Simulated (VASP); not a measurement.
Here is a VASP 6.6.1 calculation.

The input INCAR:

```
SYSTEM = SnO2
ALGO     = Normal         ! electronic algorithm
EDIFF    = 1E-7           ! SCF threshold, eV
ENCUT    = 520            ! plane-wave cutoff, eV
GGA      = PS             ! functional
ISIF     = 2              ! what is computed and relaxed
ISMEAR   = 0              ! smearing method
KPAR     = 4            
LASPH    = .TRUE.         ! aspherical terms in the spheres
LCHARG   = .FALSE.        ! write CHGCAR
LREAL    = .FALSE.        ! projectors in reciprocal space
LWAVE    = .FALSE.        ! write WAVECAR
NBANDS   = 35             ! bands
NELM     = 80             ! most SCF steps
PREC     = Accurate       ! precision mode
SIGMA    = 0.03           ! smearing width, eV
```

The input KPOINTS:

```
k-points
0
G
  4 4 6
  0 0 0
```

File POSCAR:

```
SnO2                                    
1.0
    4.7714001635      0.0000000000      0.0000000000
   -0.0000000000      4.7714001635      0.0000000000
    0.0000000000      0.0000000000      3.2165924138
  Sn              O             
     2     4
Direct
     1.0000000000000000    0.0000000000000000    0.0000000000000000
     0.5000000000000000    0.5000000000000000    0.5000000000000000
     0.3062614065705972    0.3062614065705972    0.0000000000000000
     0.1937385934294028    0.8062614065705972    0.5000000000000000
     0.6937385934294028    0.6937385934294028    0.0000000000000000
     0.8062614065705972    0.1937385934294028    0.5000000000000000
```

Contents of KPOINTS_OPT:

```
explicit points
6
Reciprocal
 0.0000000000  0.0000000000  0.0000000000 1
 0.5000000000  0.5000000000  0.5000000000 1
 0.5000000000  0.5000000000  0.0000000000 1
 0.0000000000  0.5000000000  0.5000000000 1
 0.0000000000  0.5000000000  0.0000000000 1
 0.0000000000  0.0000000000  0.5000000000 1
```

Potentials or basis: VASP PAW PBE potentials, release 64 (Sn_d, O).

Command:

```sh
$ cat potpaw_PBE.64/Sn_d/POTCAR potpaw_PBE.64/O/POTCAR > POTCAR
$ mpirun -np 4 vasp_std > vasp.out
```

(1) What does it give for the band gap on the k mesh?

(2) What does it give for the pressure?

(3) Predict the band gap along the path.

## Answers

(1) 0.88 eV, direct.

(2) 0.1 GPa.

(3) 0.88 eV, direct.

Caveat: the PAW data sets were made with another functional, which shifts forces and pressure a little; spin-orbit coupling is left out, which moves the levels of the heavy elements.
